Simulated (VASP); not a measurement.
# Al2ZnO4 (Gahnite) (Fd-3m) in VASP: a series of runs, part 2 of 3

VASP 6.6.1. The steps go on from the part before.

## Step 3: Relaxation of cell and atoms, PBE+D3(BJ)

This run uses another cell than the first one, of 9.56 Å³/atom, 1.013 times its volume.

Input file INCAR:

```
SYSTEM = Al2ZnO4
PREC = Accurate
ENCUT = 600
EDIFF = 1E-7
ISMEAR = 0
SIGMA = 0.03
LREAL = .FALSE.
LASPH = .TRUE.
NELM = 80
ALGO = Normal
ISIF = 3
LWAVE = .FALSE.
LCHARG = .FALSE.
GGA = PE
IVDW = 12
IBRION = 2
NSW = 90
EDIFFG = -0.005
KPAR = 4
```

Input file KPOINTS:

```
regular mesh
0
G
  6 6 6
  0 0 0
```

Input file POSCAR:

```
Al2ZnO4                                 
1.0
   -0.0000000000      4.0596091273      4.0596091273
    4.0596091273      0.0000000000      4.0596091273
    4.0596091273      4.0596091273      0.0000000000
  Al              Zn              O             
     4     2     8
Direct
     0.1250000000000000    0.1250000000000000    0.1250000000000000
     0.6250000000000000    0.1250000000000000    0.1250000000000000
     0.1250000000000000    0.1250000000000000    0.6250000000000000
     0.1250000000000000    0.6250000000000000    0.1250000000000000
     0.7500000000000000    0.7500000000000000    0.7500000000000000
     0.5000000000000000    0.5000000000000000    0.5000000000000000
     0.8892426325879462    0.8892426325879462    0.8892426325879462
     0.9177278977638315    0.3607573674120538    0.3607573674120538
     0.8892426325879462    0.8892426325879462    0.3322721022361685
     0.3607573674120538    0.9177278977638315    0.3607573674120538
     0.3322721022361685    0.8892426325879462    0.8892426325879462
     0.3607573674120538    0.3607573674120538    0.3607573674120538
     0.8892426325879462    0.3322721022361685    0.8892426325879462
     0.3607573674120538    0.3607573674120538    0.9177278977638315
```

Potentials or basis: VASP PAW PBE potentials, release 64 (Al, Zn, O).

Run with:

```console
> cat potpaw_PBE.64/Al/POTCAR potpaw_PBE.64/Zn/POTCAR potpaw_PBE.64/O/POTCAR > POTCAR
> mpirun -np 4 vasp_std > vasp.out
```

OUTCAR:

```text
SYSTEM = Al2ZnO4
   PREC = Accurate
   ENCUT = 600
   EDIFF = 1E-7
   ISMEAR = 0
   LREAL = .FALSE.
   LASPH = .TRUE.
   NELM = 80
   ISIF = 3
   GGA = PE
   IVDW = 12
   IBRION = 2
   NSW = 90
   EDIFFG = -0.005
 IVDW          = 12

 ion  position               nearest neighbor table
   1  0.125  0.125  0.125-   9 1.92  14 1.92  10 1.92  11 1.92  13 1.92   8 1.92   2 2.87   3 2.87
[... 1092 lines left out ...]
  energy-cutoff  :      600.00
  volume of cell :      133.81
      direct lattice vectors                 reciprocal lattice vectors
     0.000000000  4.059609127  4.059609127    -0.123164567  0.123164567  0.123164567
     4.059609127  0.000000000  4.059609127     0.123164567 -0.123164567  0.123164567
     4.059609127  4.059609127  0.000000000     0.123164567  0.123164567 -0.123164567

 POSITION                                       TOTAL-FORCE (eV/Angst)
 -----------------------------------------------------------------------------------
      1.01490      1.01490      1.01490        -0.000000     -0.000000     -0.000000
      1.01490      3.04471      3.04471        -0.000000     -0.000000     -0.000000
      3.04471      3.04471      1.01490        -0.000000     -0.000000     -0.000000
      3.04471      1.01490      3.04471        -0.000000     -0.000000     -0.000000
      6.08941      6.08941      6.08941        -0.000000     -0.000000     -0.000000
      4.05961      4.05961      4.05961        -0.000000     -0.000000     -0.000000
      7.21996      7.21996      7.21996        -0.000427     -0.000427     -0.000427
      2.92907      5.19015      5.19015         0.000427     -0.000427     -0.000427
      4.95887      4.95887      7.21996         0.000427      0.000427     -0.000427
      5.19015      2.92907      5.19015        -0.000427      0.000427     -0.000427
      7.21996      4.95887      4.95887        -0.000427      0.000427      0.000427
      2.92907      2.92907      2.92907         0.000427      0.000427      0.000427
      4.95887      7.21996      4.95887         0.000427     -0.000427      0.000427
      5.19015      5.19015      2.92907        -0.000427     -0.000427      0.000427
 -----------------------------------------------------------------------------------
    total drift:                                0.000000      0.000000      0.000000

  FREE ENERGIE OF THE ION-ELECTRON SYSTEM (eV)
  ---------------------------------------------------
  free  energy   TOTEN  =       -96.7282224999 eV

  energy  without entropy=      -96.7282224999  energy(sigma->0) =      -96.72822250

 reached required accuracy - stopping structural energy minimisation
```

OSZICAR:

```text
N       E                     dE             d eps       ncg     rms          rms(c)
DAV:   1     0.101882709446E+04    0.10188E+04   -0.44172E+04  1600   0.217E+03
DAV:   2     0.333658579302E+02   -0.98546E+03   -0.94598E+03  1848   0.538E+02
[... 12 lines left out ...]
DAV:  15    -0.935228750332E+02   -0.45714E-05   -0.69795E-05  2368   0.675E-02    0.123E-02
DAV:  16    -0.935228739625E+02    0.10707E-05   -0.65899E-06  2152   0.329E-02    0.923E-03
DAV:  17    -0.935228727476E+02    0.12149E-05   -0.63738E-06  1912   0.133E-02    0.294E-03
DAV:  18    -0.935228728087E+02   -0.61156E-07   -0.25808E-06  2232   0.196E-02    0.342E-03
DAV:  19    -0.935228726414E+02    0.16736E-06   -0.33677E-07  1312   0.560E-03    0.204E-03
DAV:  20    -0.935228725573E+02    0.84055E-07   -0.61095E-07  1656   0.528E-03
   1 F= -.96728222E+02 E0= -.96728222E+02  d E =-.967282E+02
```

Run time: 52 s. Hardware: 4 MPI ranks of Intel Xeon Platinum 8559C (Emerald Rapids), shared host; peak memory 0.38 GiB.

What came out:

```yaml
Free_energy: -96.7282 eV
Pressure_after_relaxing: 0.0 GPa
Band_gap_on_the_k_mesh: 4.00 eV, direct
Dispersion_energy_per_atom: -0.229 eV
```

Final structure:
```cif
data_structure
_symmetry_space_group_name_H-M 'P 1'
_symmetry_Int_Tables_number 1
_cell_length_a 5.7412
_cell_length_b 5.7412
_cell_length_c 5.7412
_cell_angle_alpha 60.000
_cell_angle_beta 60.000
_cell_angle_gamma 60.000
_cell_volume 133.81
loop_
_atom_site_label
_atom_site_type_symbol
_atom_site_fract_x
_atom_site_fract_y
_atom_site_fract_z
_atom_site_occupancy
Al1 Al 0.12500 0.12500 0.12500 1
Al2 Al 0.62500 0.12500 0.12500 1
Al3 Al 0.12500 0.12500 0.62500 1
Al4 Al 0.12500 0.62500 0.12500 1
Zn1 Zn 0.75000 0.75000 0.75000 1
Zn2 Zn 0.50000 0.50000 0.50000 1
O1 O 0.88924 0.88924 0.88924 1
O2 O 0.91773 0.36076 0.36076 1
O3 O 0.88924 0.88924 0.33227 1
O4 O 0.36076 0.91773 0.36076 1
O5 O 0.33227 0.88924 0.88924 1
O6 O 0.36076 0.36076 0.36076 1
O7 O 0.88924 0.33227 0.88924 1
O8 O 0.36076 0.36076 0.91773 1
```

Levels at points of the mesh, in eV from the valence-band top:
```csv
k point,band 38,band 39,band 40,band 41,band 42,band 43,band 44,band 45,band 46,band 47
"(0.00, 0.00, 0.00)",-0.49,-0.49,0.00,0.00,0.00,4.00,7.20,7.83,7.83,7.83
"(0.50, 0.00, 0.00)",-1.27,-0.40,-0.40,-0.29,-0.29,6.20,6.39,8.35,8.87,8.87
"(0.50, 0.50, 0.00)",-0.84,-0.71,-0.71,-0.50,-0.50,6.88,6.88,8.97,8.97,9.50
```

Caveat: the relaxation stopped at its first step, so nothing moved. A k mesh can miss the band edges.

[end of part 2 of 3]
